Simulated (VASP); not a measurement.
Level of theory: AM05 GGA, VASP's PBE PAW potentials (set 64) (plane waves; VASP).

The input files of a VASP run:

### POSCAR
```
ZrO2
2.5338710
  0.0000000000   0.9999999428   0.9999999428
  0.9999999428   0.0000000000   0.9999999428
  0.9999999428   0.9999999428   0.0000000000
Zr O
1 2
Cart
  0.0000000000   0.0000000000   0.0000000000
  0.4999999714   0.4999999714   0.4999999714
  1.4999999142   1.4999999142   1.4999999142
```

**INCAR**
```
SYSTEM = ZrO2
PREC = Accurate
ENCUT = 520
EDIFF = 1E-7
NELM = 100
ALGO = Normal
LREAL = .FALSE.
LASPH = .TRUE.
ISMEAR = -5
GGA = AM
LMAXMIX = 4
LWAVE = .FALSE.
LCHARG = .TRUE.
LORBIT = 11
NEDOS = 601
ISIF = 2
LEFG = .TRUE.
```

### KPOINTS
```
Automatic mesh
0
G
  8 8 8
```

POTCAR, in this order: Zr_sv O (PBE.64 set). Program: vasp_std.

Output of the run:

File OSZICAR:
```
       N       E                     dE             d eps       ncg     rms          rms(c)
DAV:   1     0.195340115055E+03    0.19534E+03   -0.14622E+04   928   0.154E+03
DAV:   2    -0.268808375676E+02   -0.22222E+03   -0.21939E+03  1232   0.388E+02
DAV:   3    -0.347680493418E+02   -0.78872E+01   -0.78816E+01  1424   0.747E+01
DAV:   4    -0.349291585722E+02   -0.16111E+00   -0.16108E+00  1232   0.835E+00
DAV:   5    -0.349327353413E+02   -0.35768E-02   -0.35767E-02  1296   0.873E-01    0.257E+01
DAV:   6    -0.293135564841E+02    0.56192E+01   -0.32005E+01  1016   0.442E+01    0.107E+01
DAV:   7    -0.292459134071E+02    0.67643E-01   -0.12789E+00  1312   0.928E+00    0.657E+00
DAV:   8    -0.292112454100E+02    0.34668E-01   -0.16296E-01  1232   0.424E+00    0.438E-01
DAV:   9    -0.292116950540E+02   -0.44964E-03   -0.15733E-02  1232   0.902E-01    0.308E-01
DAV:  10    -0.292127368933E+02   -0.10418E-02   -0.52048E-03  1072   0.712E-01    0.140E-01
DAV:  11    -0.292127750787E+02   -0.38185E-04   -0.16804E-03  1208   0.344E-01    0.142E-01
DAV:  12    -0.292127258201E+02    0.49259E-04   -0.36392E-04   992   0.153E-01    0.875E-03
DAV:  13    -0.292127277582E+02   -0.19381E-05   -0.13682E-05  1144   0.287E-02    0.515E-03
DAV:  14    -0.292127278328E+02   -0.74527E-07   -0.35147E-06  1128   0.124E-02    0.662E-03
DAV:  15    -0.292127276463E+02    0.18650E-06   -0.28201E-07  1056   0.535E-03    0.790E-04
DAV:  16    -0.292127276164E+02    0.29871E-07   -0.24639E-08   640   0.133E-03
   1 F= -.29212728E+02 E0= -.29212728E+02  d E =0.000000E+00
```

### OUTCAR
```
------------------------ aborting loop because EDIFF is reached ----------------------------------------
  FORCE on cell =-STRESS in cart. coord.  units (eV):
  Direction    XX          YY          ZZ          XY          YZ          ZX
  --------------------------------------------------------------------------------------
  Total       -0.0100481     -0.0100481     -0.0100481      0.0000000      0.0000000      0.0000000
  in kB       -0.4947806     -0.4947806     -0.4947806      0.0000000      0.0000000      0.0000000
  external PRESSURE =      -0.4947806 kB  Pullay stress =       0.0000000 kB
  volume of cell :       32.54
      direct lattice vectors                 reciprocal lattice vectors
     0.000000000  2.533870855  2.533870855    -0.197326552  0.197326552  0.197326552
     2.533870855  0.000000000  2.533870855     0.197326552 -0.197326552  0.197326552
     2.533870855  2.533870855  0.000000000     0.197326552  0.197326552 -0.197326552
 POSITION                                       TOTAL-FORCE (eV/Angst)
 -----------------------------------------------------------------------------------
      0.00000      0.00000      0.00000         0.000000     -0.000000      0.000000
      1.26694      1.26694      1.26694        -0.000000     -0.000000     -0.000000
      3.80081      3.80081      3.80081         0.000000      0.000000      0.000000
 -----------------------------------------------------------------------------------
    total drift:                                0.000000      0.000000      0.000000
  FREE ENERGIE OF THE ION-ELECTRON SYSTEM (eV)
  ---------------------------------------------------
  free  energy   TOTEN  =       -29.2127276164 eV

  energy  without entropy=      -29.2127276164  energy(sigma->0) =      -29.21272762

 total charge

# of ion       s       p       d       tot
------------------------------------------
    1        2.174   6.055   1.339   9.567
    2        1.561   3.529   0.000   5.090
    3        1.561   3.529   0.000   5.090
--------------------------------------------------
tot          5.295  13.113   1.339  19.747

 Electric field gradients after diagonalization (V/A^2)
 (convention: |V_zz| > |V_xx| > |V_yy|)
----------------------------------------------------------------------
 ion       V_xx      V_yy      V_zz     asymmetry (V_yy - V_xx)/ V_zz
----------------------------------------------------------------------
   1      -0.000    -0.000     0.000       0.000
   2       0.002     0.002    -0.004       0.000
   3       0.002     0.002    -0.004       0.000
```
(Selected blocks of OUTCAR.)

The compound is ZrO2 in the fluorite structure, the high-temperature cubic form, which is unstable at 0 K; the monoclinic form is the stable one. It was relaxed first.
